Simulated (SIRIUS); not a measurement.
Zr:

```xyz
2
Lattice="3.2320 0.0000 0.0000 -1.6160 2.7990 0.0000 0.0000 0.0000 5.1470" Properties=species:S:1:pos:R:3 pbc="T T T"
Zr    1.6160    0.9330    3.8603
Zr    0.0000    1.8660    1.2868
```

- Program: SIRIUS 7.10.0
- Task: relaxation of cell and atoms
- Functional: PBEsol
- Dispersion: D4
- Potentials or basis: PseudoDojo 0.4.1 PBE standard (scalar relativistic)
- Cutoff: 915 eV
- Density cutoff: 3659 eV
- k mesh: 4 × 4 × 2
- Occupations: fermi-dirac, width 0.05 eV
- Spin: no spin polarisation

At the start: pressure -3.3 GPa; volume 23.28 Å³/atom.

**Question.** Where does the relaxation end?

**Answer.** Over 5 steps the energy falls by 9.5 meV/atom and the volume is 22.49 Å³/atom (-3.4 %); space group P6_3/mmc (No. 194, to 0.05 Å).

The path:
| step | energy change (eV) | largest force (eV/Å) | pressure (GPa) | volume (Å³) |
| --- | --- | --- | --- | --- |
| 1 | 0.0000 | 0.0000 | -3.35 | 46.56 |
| 2 | -0.0093 | 0.0000 | -2.39 | 46.08 |
| 3 | -0.0188 | 0.0000 | 0.13 | 44.90 |
| 4 | -0.0189 | 0.0000 | 0.07 | 44.92 |
| 5 | -0.0191 | 0.0000 | -0.04 | 44.99 |

Final structure:
```yaml
crystal:
  lattice:
    - [3.20717, 0.00000, 0.00000]
    - [-1.60359, 2.77749, 0.00000]
    - [0.00000, 0.00000, 5.05044]
  atoms:
    - { symbol: Zr, position: [0.66667, 0.33333, 0.75000] }
    - { symbol: Zr, position: [0.33333, 0.66667, 0.25000] }
```

Caveat: the k mesh is coarse (spacing up to 0.61 Å⁻¹), so the values aren't converged; the potentials were made for another functional, which shifts forces and pressure; pairwise dispersion overbinds metals, which lowers pressure and volume.
